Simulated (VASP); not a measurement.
A run of VASP 6.6.1 is set up as follows.

File INCAR:

```
  PREC = Accurate
  ENCUT = 600
  EDIFF = 1E-6
  ISMEAR = 0
  SIGMA = 0.1
  LREAL = F
  LASPH = T
  NELM = 100
  ALGO = Fast
  ISIF = 3
  LWAVE = F
  LCHARG = F
  GGA = PE
  IBRION = 2
  NSW = 90
  EDIFFG = -0.04
```

Contents of KPOINTS:

```
regular mesh
0
Gamma
  4 4 4
```

The input POSCAR:

```
MgGe2
1.0
    0.0000000000      3.6708776400      3.6708776400
    3.6708776400      0.0000000000      3.6708776400
    3.6708776400      3.6708776400      0.0000000000
Mg Ge
2 4
Direct
    0.5000000000      0.5000000000      0.5000000000
    0.7500000000      0.7500000000      0.7500000000
    0.1250000000      0.1250000000      0.1250000000
    0.6250000000      0.1250000000      0.1250000000
    0.1250000000      0.1250000000      0.6250000000
    0.1250000000      0.6250000000      0.1250000000
```

Potentials or basis: VASP PAW PBE potentials, release 64 (Mg, Ge_d).

Command:

```console
$ cat potpaw_PBE.64/Mg/POTCAR potpaw_PBE.64/Ge_d/POTCAR > POTCAR
$ mpirun -np 1 vasp_std > vasp.out
```

Question: Predict the relaxed volume.

Answer: 21.31 Å³/atom.

Question: Predict the band gap on the k mesh.

Answer: None (metal or under the smearing width).

Question: What does it give for the relaxed cell?

Answer: a = 5.655 Å, b = 5.655 Å, c = 5.655 Å, α = 60.00°, β = 60.00°, γ = 60.00°.

Question: What does it give for the space group after relaxing (to 0.05 Å)?

Answer: Fd-3m (No. 227).

Final structure:
```cif
data_structure
_symmetry_space_group_name_H-M 'P 1'
_symmetry_Int_Tables_number 1
_cell_length_a 5.6551
_cell_length_b 5.6551
_cell_length_c 5.6551
_cell_angle_alpha 60.000
_cell_angle_beta 60.000
_cell_angle_gamma 60.000
_cell_volume 127.88
loop_
_atom_site_label
_atom_site_type_symbol
_atom_site_fract_x
_atom_site_fract_y
_atom_site_fract_z
_atom_site_occupancy
Mg1 Mg 0.50000 0.50000 0.50000 1
Mg2 Mg 0.75000 0.75000 0.75000 1
Ge1 Ge 0.12500 0.12500 0.12500 1
Ge2 Ge 0.62500 0.12500 0.12500 1
Ge3 Ge 0.12500 0.12500 0.62500 1
Ge4 Ge 0.12500 0.62500 0.12500 1
```

Caveat: the k mesh is coarse (spacing up to 0.37 Å⁻¹), so the values aren't converged; the volume moved by over 15 % at a fixed basis, so the end points are rough.
